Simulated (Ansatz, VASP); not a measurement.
Two plane-wave programs on Pd

```
Pd
1.0
     0.00000    1.94490    1.94490
     1.94490    0.00000    1.94490
     1.94490    1.94490    0.00000
Pd
1
Direct
  0.00000 0.00000 0.00000
```

Alike in both runs: task single point; functional PBE; k mesh 20 × 20 × 20; occupations gaussian, width 0.15 eV; no spin polarisation.

|  | VASP | Ansatz |
| --- | --- | --- |
| version | VASP 6.6.1 | Ansatz 0.2.0 |
| potentials or method | VASP PAW PBE potentials, release 64 (Pd) | scalar-relativistic, plane waves, PAW |
| plane-wave cutoff (eV) | 520 | 420 |
| valence electrons in the cell | 10 | 18 |

VASP gave:

* gap on the k mesh at the Fermi level (eV): none
* pressure (GPa): 7.4

Q: Estimate Ansatz's values.

A: gap on the k mesh at the Fermi level (eV): none; pressure (GPa): 7.7.

A gap of «none» marks a metal or a gap that the smearing closes. The two sets of potentials don't hold the same shells in valence.
